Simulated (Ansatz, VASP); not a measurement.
**One calculation of MoS2, two programs**

Contents of INCAR:

```
ALGO     = Normal         # electronic algorithm
EDIFF    = 1E-7           # SCF threshold, eV
ENCUT    = 520            # plane-wave cutoff, eV
GGA      = PS             # functional
ISIF     = 2              # what is computed and relaxed
ISMEAR   = -1             # smearing method
LASPH    = T              # aspherical terms in the spheres
LCHARG   = F              # write CHGCAR
LREAL    = F              # projectors in reciprocal space
LWAVE    = F              # write WAVECAR
NBANDS   = 20             # bands
NELM     = 60             # most SCF steps
PREC     = Accurate       # precision mode
SIGMA    = 0.05           # smearing width, eV
```

Contents of KPOINTS:

```
k-points
0
Gamma
  10 10 2
```

Contents of POSCAR:

```
MoS2
1.0
    3.1627554646      0.0000000000      0.0000000000
   -1.5813777323      2.7390265783      0.0000000000
    0.0000000000      0.0000000000     17.2182568475
Mo S
1 2
Direct
    0.0000000000      0.0000000000      0.0000000000
    0.3333333333      0.6666666667      0.9105070200
    0.3333333333      0.6666666667      0.0894929800
```

Contents of input.yaml:

```yaml
crystal:
  lattice:
    - [3.1627554646, 0.0, 0.0]
    - [-1.5813777323, 2.7390265783, 0.0]
    - [0.0, 0.0, 17.2182568475]
  atoms:
    - { symbol: Mo, position: [0.0, 0.0, 0.0] }
    - { symbol: S, position: [0.3333333333, 0.6666666667, 0.91050702] }
    - { symbol: S, position: [0.3333333333, 0.6666666667, 0.08949298] }
hamiltonian:
  xc: pbesol
  pseudopotentials: { kind: paw }
kpoints:
  mp_grid: { grid: [10, 10, 2] }
scf:
  occupations: { method: fermi_dirac, width: 0.05 }
output:
  forces: true
  stress: true
  eigenvalues: true
```

Change from the starting cell: volume scaled by 0.98.

Alike in both runs: task single point; functional PBEsol; k mesh 10 × 10 × 2; occupations fermi-dirac, width 0.05 eV; no spin polarisation.

|  | VASP | Ansatz |
| --- | --- | --- |
| version | VASP 6.6.1 | Ansatz 0.2.0 |
| potentials or method | VASP PAW PBE potentials, release 64 (Mo_sv, S) | Ansatz PAW |
| plane-wave cutoff (eV) | 520 | 420 |
| valence electrons in the cell | 26 | 26 |

VASP gave:

```
gap on the k mesh at the Fermi level (eV) : 1.80
least direct gap on the mesh (eV)         : 1.99
rms of the force components (eV/Å)        : 0.092
```

**Question.** Which values does Ansatz return?

**Answer.** gap on the k mesh at the Fermi level (eV): 1.79; least direct gap on the mesh (eV): 1.98; rms of the force components (eV/Å): 0.091.

Atom by atom the forces differ by 0.001 eV/Å (rms over components).

Caveats: the PAW data sets were made with another functional, which shifts forces and pressure a little (VASP); the PAW data sets come from PBE, with cores solved anew for the run's functional, which leaves a small shift of forces and pressure (Ansatz).
